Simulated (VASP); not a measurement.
# CdTe (F-43m) in VASP: a series of runs, part 2 of 2

VASP 6.6.1. Earlier steps stand in the parts before.

**4. Relaxation of cell and atoms, PBEsol**

This run uses another cell than the first one, of 32.92 Å³/atom, 0.963 times its volume.

Input file INCAR:

```
SYSTEM = CdTe
ALGO = Normal
EDIFF = 1E-7
EDIFFG = -0.005
ENCUT = 600
GGA = PS
IBRION = 2
ISIF = 3
ISMEAR = 0
LASPH = .TRUE.
LCHARG = .FALSE.
LREAL = .FALSE.
LWAVE = .FALSE.
NELM = 60
NSW = 100
PREC = Accurate
SIGMA = 0.01
```

Input file KPOINTS:

```
k-points
0
G
  6 6 6
  0 0 0
```

Input file POSCAR:

```
CdTe
1.0
    0.0000000000      3.2050000000      3.2050000000
    3.2050000000      0.0000000000      3.2050000000
    3.2050000000      3.2050000000      0.0000000000
Cd Te
1 1
Direct
    0.0000000000      0.0000000000      0.0000000000
    0.7500000000      0.7500000000      0.7500000000
```

Potentials or basis: VASP PAW PBE potentials, release 64 (Cd, Te).

On the command line:

```console
$ cat potpaw_PBE.64/Cd/POTCAR potpaw_PBE.64/Te/POTCAR > POTCAR
$ mpirun -np 1 vasp_std > vasp.out
```

OUTCAR:

```text
SYSTEM = CdTe
   EDIFF = 1E-7
   EDIFFG = -0.005
   ENCUT = 600
   GGA = PS
   IBRION = 2
   ISIF = 3
   ISMEAR = 0
   LASPH = .TRUE.
   LREAL = .FALSE.
   NELM = 60
   NSW = 100
   PREC = Accurate

 ion  position               nearest neighbor table
   1  0.000  0.000  0.000-   2 2.78   2 2.78   2 2.78   2 2.78
   2  0.750  0.750  0.750-   1 2.78   1 2.78   1 2.78   1 2.78

  LATTYP: Found a face centered cubic cell.
 ALAT       =     6.4100000000

  Lattice vectors:

 A1 = (   0.0000000000,   3.2050000000,   3.2050000000)
 A2 = (   3.2050000000,   0.0000000000,   3.2050000000)
 A3 = (   3.2050000000,   3.2050000000,   0.0000000000)

Analysis of symmetry for initial positions (statically):
=====================================================================
 Subroutine PRICEL returns:
 Original cell was already a primitive cell.

 Routine SETGRP: Setting up the symmetry group for a
 face centered cubic supercell.
[... 168 lines left out ...]
  in kB       18.3478586     18.3478586     18.3478586     -0.0000000      0.0000000      0.0000000
  external PRESSURE =      18.3478586 kB  Pullay stress =       0.0000000 kB
[... 59 lines left out ...]
--------------------------------------- Ionic step        3  -------------------------------------------

 number of electron      17.9999998 magnetization

 Free energy of the ion-electron system (eV)
  ---------------------------------------------------
  ext. energy  EPLUGINS =         0.00000000
  ---------------------------------------------------
  free energy    TOTEN  =        -5.48294422 eV

  energy without entropy =       -5.48294422  energy(sigma->0) =       -5.48294422

 E-fermi :   2.2107     XC(G=0):  -8.7477

 val. band max:        2.1498721128   @ k =   0.0000   0.0000   0.0000
 cond. band min:       2.7889414991   @ k =   0.0000   0.0000   0.0000
 fundamental gap:      0.6390693863
 Fermi energy:         2.2106744437

 k-point     1 :       0.0000    0.0000    0.0000
  band No.  band energies     occupation
      1      -9.0208      2.00000
      2      -6.0858      2.00000
      3      -6.0858      2.00000
      4      -6.0858      2.00000
      5      -5.8264      2.00000
      6      -5.8264      2.00000
      7       2.1499      2.00000
      8       2.1499      2.00000
      9       2.1499      2.00000
     10       2.7889      0.00000
     11       6.6981      0.00000
     12       6.6981      0.00000
     13       6.6981      0.00000
[... 267 lines left out ...]
  FREE ENERGIE OF THE ION-ELECTRON SYSTEM (eV)
  ---------------------------------------------------
  free  energy   TOTEN  =        -5.4829442151 eV

  energy  without entropy=       -5.4829442151  energy(sigma->0) =       -5.48294422

 reached required accuracy - stopping structural energy minimisation
```

CONTCAR:

```text
CdTe
   1.00000000000000
    -0.0000000000000000    3.2482538256252211    3.2482538256252211
     3.2482538256252211    0.0000000000000000    3.2482538256252211
     3.2482538256252211    3.2482538256252211    0.0000000000000000
  Cd              Te
     1     1
Direct
     0.0000000000000000    0.0000000000000000    0.0000000000000000
     0.7500000000000000    0.7500000000000000    0.7500000000000000

  0.00000000E+00  0.00000000E+00  0.00000000E+00
  0.00000000E+00  0.00000000E+00  0.00000000E+00
```

It took 37 s on 1 thread of Intel Xeon Platinum 8488C (Sapphire Rapids), shared host; peak memory 0.22 GiB.

Results:

| Property | Result |
| --- | --- |
| Free energy | -5.4829 eV |
| Relaxed volume | 34.27 Å³/atom |
| Relaxed cell | a = 4.594 Å, b = 4.594 Å, c = 4.594 Å, α = 60.00°, β = 60.00°, γ = 60.00° |
| Space group after relaxing (to 0.05 Å) | F-43m (No. 216) |
| Energy gained by relaxing | 7.4 meV/atom |
| Ionic steps | 3 |
| Pressure after relaxing | 0.0 GPa |
| Band gap on the k mesh | 0.64 eV, direct |

The path:
```tsv
step	energy change (eV)	largest force (eV/Å)	pressure (GPa)	volume (Å³)
1	0.0000	0.0000	1.83	65.84
2	-0.0132	0.0000	-0.55	69.50
3	-0.0149	0.0000	0.00	68.55
```

Final structure:
```
Cd Te
1.0
     0.00000    3.24825    3.24825
     3.24825    0.00000    3.24825
     3.24825    3.24825    0.00000
Cd Te
1 1
Direct
  0.00000 0.00000 0.00000
  0.75000 0.75000 0.75000
```

Levels at points of the mesh, in eV from the valence-band top:
| k point | band 6 | band 7 | band 8 | band 9 | band 10 | band 11 | band 12 | band 13 |
| --- | --- | --- | --- | --- | --- | --- | --- | --- |
| (0.00, 0.00, 0.00) | -7.98 | 0.00 | 0.00 | 0.00 | 0.64 | 4.55 | 4.55 | 4.55 |
| (0.50, 0.00, 0.00) | -7.64 | -4.44 | -0.77 | -0.77 | 1.72 | 5.13 | 5.13 | 6.93 |
| (0.50, 0.50, 0.00) | -7.50 | -4.32 | -1.86 | -1.86 | 2.50 | 2.60 | 8.68 | 9.03 |

Caveat: the PAW data sets were made with another functional, which shifts forces and pressure a little; spin-orbit coupling is left out, which moves the levels of the heavy elements. Zero-point motion and thermal expansion aren't in these numbers.

**5. Relaxation of cell and atoms, PBEsol**

This run uses another cell than the first one, of 32.92 Å³/atom, 0.963 times its volume.

Input file INCAR:

```
ALGO = Normal
EDIFF = 1E-7
EDIFFG = -0.002
ENCUT = 600
GGA = PS
IBRION = 2
ISIF = 3
ISMEAR = -1
LASPH = T
LCHARG = F
LREAL = F
LWAVE = F
NELM = 100
NSW = 100
PREC = Accurate
SIGMA = 0.1
```

Input file KPOINTS:

```
k-points
0
Gamma
  10 10 10
```

POSCAR is that of step 4.

Potentials or basis: VASP PAW PBE potentials, release 64 (Cd, Te).

On the command line:

```console
$ cat potpaw_PBE.64/Cd/POTCAR potpaw_PBE.64/Te/POTCAR > POTCAR
$ mpirun -np 1 vasp_std > vasp.out
```

OUTCAR:

```text
EDIFF = 1E-7
   EDIFFG = -0.002
   ENCUT = 600
   GGA = PS
   IBRION = 2
   ISIF = 3
   ISMEAR = -1
   LASPH = T
   LREAL = F
   NELM = 100
   NSW = 100
   PREC = Accurate

 ion  position               nearest neighbor table
   1  0.000  0.000  0.000-   2 2.78   2 2.78   2 2.78   2 2.78
   2  0.750  0.750  0.750-   1 2.78   1 2.78   1 2.78   1 2.78

  LATTYP: Found a face centered cubic cell.
 ALAT       =     6.4100000000

  Lattice vectors:

 A1 = (   0.0000000000,   3.2050000000,   3.2050000000)
 A2 = (   3.2050000000,   0.0000000000,   3.2050000000)
 A3 = (   3.2050000000,   3.2050000000,   0.0000000000)

Analysis of symmetry for initial positions (statically):
=====================================================================
 Subroutine PRICEL returns:
 Original cell was already a primitive cell.

 Routine SETGRP: Setting up the symmetry group for a
 face centered cubic supercell.

 Subroutine GETGRP returns: Found 24 space group operations
 (whereof 24 operations were pure point group operations)
 out of a pool of 48 trial point group operations.

The static configuration has the point symmetry T_d .

Analysis of symmetry for dynamics (positions and initial velocities):
=====================================================================
 Subroutine PRICEL returns:
[... 167 lines left out ...]
  external PRESSURE =      18.1292833 kB  Pullay stress =       0.0000000 kB
[... 59 lines left out ...]
--------------------------------------- Ionic step        3  -------------------------------------------

 number of electron      17.9999998 magnetization

 Free energy of the ion-electron system (eV)
  ---------------------------------------------------
  ext. energy  EPLUGINS =         0.00000000
  ---------------------------------------------------
  free energy    TOTEN  =        -5.48977563 eV

  energy without entropy =       -5.48947268  energy(sigma->0) =       -5.48962416

 E-fermi :   2.6192     XC(G=0):  -8.7515

 val. band max:        2.1488734052   @ k =   0.0000   0.0000   0.0000
 cond. band min:       2.7915261692   @ k =   0.0000   0.0000   0.0000
 fundamental gap:      0.6426527640
 Fermi energy:         2.6191751628

 k-point     1 :       0.0000    0.0000    0.0000
  band No.  band energies     occupation
      1      -9.0248      2.00000
      2      -6.0825      2.00000
      3      -6.0825      2.00000
      4      -6.0825      2.00000
      5      -5.8225      2.00000
      6      -5.8225      2.00000
      7       2.1489      1.98203
      8       2.1489      1.98203
      9       2.1489      1.98203
     10       2.7915      0.30284
     11       6.7003      0.00000
     12       6.7003      0.00000
     13       6.7003      0.00000
[... 354 lines left out ...]
  band No.  band energies     occupation
      1      -8.6011      2.00000
      2      -5.9689      2.00000
      3      -5.9599      2.00000
      4      -5.9009      2.00000
      5      -5.7998      2.00000
      6      -5.5747      2.00000
      7      -1.5429      2.00000
      8       0.4483      2.00000
      9       0.6291      2.00000
     10       4.9281      0.00000
     11       5.3998      0.00000
     12       8.7864      0.00000
     13       9.5262      0.00000

 [... further k-points ...]
[... 5 lines left out ...]
  --------------------------------------------------------------------------------------
  -------------------------------------------------------------------------------------
  Total        0.0016351      0.0016351      0.0016351     -0.0000000     -0.0000000     -0.0000000
  in kB        0.0382330      0.0382330      0.0382330     -0.0000000     -0.0000000     -0.0000000
  external PRESSURE =       0.0382330 kB  Pullay stress =       0.0000000 kB
[... 17 lines left out ...]
  FREE ENERGIE OF THE ION-ELECTRON SYSTEM (eV)
  ---------------------------------------------------
  free  energy   TOTEN  =        -5.4897756286 eV

  energy  without entropy=       -5.4894726831  energy(sigma->0) =       -5.48962416

 reached required accuracy - stopping structural energy minimisation
```

OSZICAR:

```text
N       E                     dE             d eps       ncg     rms          rms(c)
DAV:   1     0.111578634637E+03    0.11158E+03   -0.90728E+03  1222   0.135E+03
DAV:   2    -0.116024498134E+01   -0.11274E+03   -0.10765E+03  1367   0.293E+02
DAV:   3    -0.568577118676E+01   -0.45255E+01   -0.45127E+01  1497   0.612E+01
[... 27 lines left out ...]
DAV:   4    -0.548979003159E+01    0.38202E-03   -0.74357E-04  1327   0.233E-01    0.654E-02
DAV:   5    -0.548977289271E+01    0.17139E-04   -0.78285E-05  1327   0.118E-01    0.479E-02
DAV:   6    -0.548977620416E+01   -0.33115E-05   -0.23192E-05  1280   0.516E-02    0.145E-02
DAV:   7    -0.548977541952E+01    0.78464E-06   -0.21366E-06  1412   0.186E-02    0.330E-03
DAV:   8    -0.548977563349E+01   -0.21397E-06   -0.31546E-07  1342   0.454E-03    0.139E-03
DAV:   9    -0.548977562860E+01    0.48806E-08   -0.99883E-09   756   0.754E-04
   3 F= -.54897756E+01 E0= -.54896242E+01  d E =-.145558E-01
```

CONTCAR:

```text
CdTe
   1.00000000000000
    -0.0000000000000000    3.2478334749195774    3.2478334749195774
     3.2478334749195774    0.0000000000000000    3.2478334749195774
     3.2478334749195774    3.2478334749195774    0.0000000000000000
  Cd              Te
     1     1
Direct
     0.0000000000000000    0.0000000000000000    0.0000000000000000
     0.7500000000000000    0.7500000000000000    0.7500000000000000

  0.00000000E+00  0.00000000E+00  0.00000000E+00
  0.00000000E+00  0.00000000E+00  0.00000000E+00
```

Run time: 85 s. Hardware: 1 thread of Intel Xeon Platinum 8488C (Sapphire Rapids), shared host; peak memory 0.25 GiB.

What came out:

```
Free energy                            : -5.4898 eV
Relaxed volume                         : 34.26 Å³/atom
Relaxed cell                           : a = 4.593 Å, b = 4.593 Å, c = 4.593 Å, α = 60.00°, β = 60.00°, γ = 60.00°
Space group after relaxing (to 0.05 Å) : F-43m (No. 216)
Energy gained by relaxing              : 7.3 meV/atom
Ionic steps                            : 3
Pressure after relaxing                : 0.0 GPa
Band gap on the k mesh                 : 0.64 eV, direct
```

Step by step:
| step | energy change (eV) | largest force (eV/Å) | pressure (GPa) | volume (Å³) |
| --- | --- | --- | --- | --- |
| 1 | 0.0000 | 0.0000 | 1.81 | 65.84 |
| 2 | -0.0130 | 0.0000 | -0.53 | 69.46 |
| 3 | -0.0146 | 0.0000 | 0.00 | 68.52 |

Final structure:
```yaml
crystal:
  lattice:
    - [0.00000, 3.24783, 3.24783]
    - [3.24783, 0.00000, 3.24783]
    - [3.24783, 3.24783, 0.00000]
  atoms:
    - { symbol: Cd, position: [0.00000, 0.00000, 0.00000] }
    - { symbol: Te, position: [0.75000, 0.75000, 0.75000] }
```

Caveat: the PAW data sets were made with another functional, which shifts forces and pressure a little; spin-orbit coupling is left out, which moves the levels of the heavy elements. Zero-point motion and thermal expansion aren't in these numbers.

**6. The runs side by side**

```tsv
task	cell	k mesh	cutoff (eV)	smearing	gap on the mesh (eV)	pressure (GPa)	relaxed volume (Å³/atom)
single point	a = 4.589 Å, angles 60.0°, 2 atoms	6 × 6 × 6	520	gaussian 0.01 eV	0.65	0.2	-
single point	a = 4.589 Å, angles 60.0°, 2 atoms	10 × 10 × 10	520	fermi-dirac 0.1 eV	0.65	0.2	-
relaxation of cell and atoms	relaxed from a = 4.533 Å, angles 60.0°, 2 atoms	6 × 6 × 6	600	gaussian 0.01 eV	0.64	0.0	34.27
relaxation of cell and atoms	relaxed from a = 4.533 Å, angles 60.0°, 2 atoms	10 × 10 × 10	600	fermi-dirac 0.1 eV	0.64	0.0	34.26
```

Alike in all rows: level PBEsol; potentials or basis VASP PAW PBE potentials, release 64 (Cd, Te); no spin polarisation.

Caveats: the PAW data sets were made with another functional, which shifts forces and pressure a little; spin-orbit coupling is left out, which moves the levels of the heavy elements.

Absolute energies hang on the potentials; compare differences alone.

**7. Against experiment**

Step 2. Measured gap of CdTe: 1.607 eV (0 K; a printed reference work, data compilation). This calculation gives 0.65 eV (-0.96 eV). Spin-orbit coupling on Cd, Te is left out. The value is that of PBEsol, without temperature or zero-point motion. Semilocal functionals fall short of measured gaps as a rule.
